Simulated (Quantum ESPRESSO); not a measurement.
## Zr under changes of volume

One of the cells (23.719 Å³/atom); the others are scaled copies at fixed shape and fractional positions:

```
Zr
1.0
    -1.81000    1.81000    1.81000
     1.81000   -1.81000    1.81000
     1.81000    1.81000   -1.81000
Zr
1
Direct
  0.00000 0.00000 0.00000
```

This isn't the form of Zr at room conditions, which is hcp.

```yaml
Program: Quantum ESPRESSO 7.5
Functional: LDA
Potentials_or_basis: PseudoDojo 0.4.1 SR LDA standard
Cutoff: 952 eV
Density_cutoff: 3810 eV
k_mesh: 10 × 10 × 10
Occupations: fermi-dirac, width 0.05 eV
Spin: no spin polarisation
```

| volume (Å³/atom) | energy over the lowest point (meV/atom) | pressure (GPa) |
| --- | --- | --- |
| 22.296 | 0.00 | -5.3 |
| 22.770 | 18.42 | -6.9 |
| 23.245 | 41.58 | -8.4 |
| 23.719 | 68.81 | -9.7 |
| 24.193 | 99.65 | -10.9 |
| 24.668 | 133.78 | -12.0 |
| 25.142 | ? | ? |

Q: What does the run at 25.142 Å³/atom give?

A: Energy over the lowest point 170.99 meV/atom; pressure -13.0 GPa.

Worked out: A Birch-Murnaghan fit of order 3 (a polynomial in V^(-2/3)) to the other rows has no minimum within the range. It gives 170.63 meV/atom at 25.142 Å³/atom, against the run's 170.99, and -dE/dV = -12.9 GPa, against -13.0.

Energies are extrapolated to zero smearing.
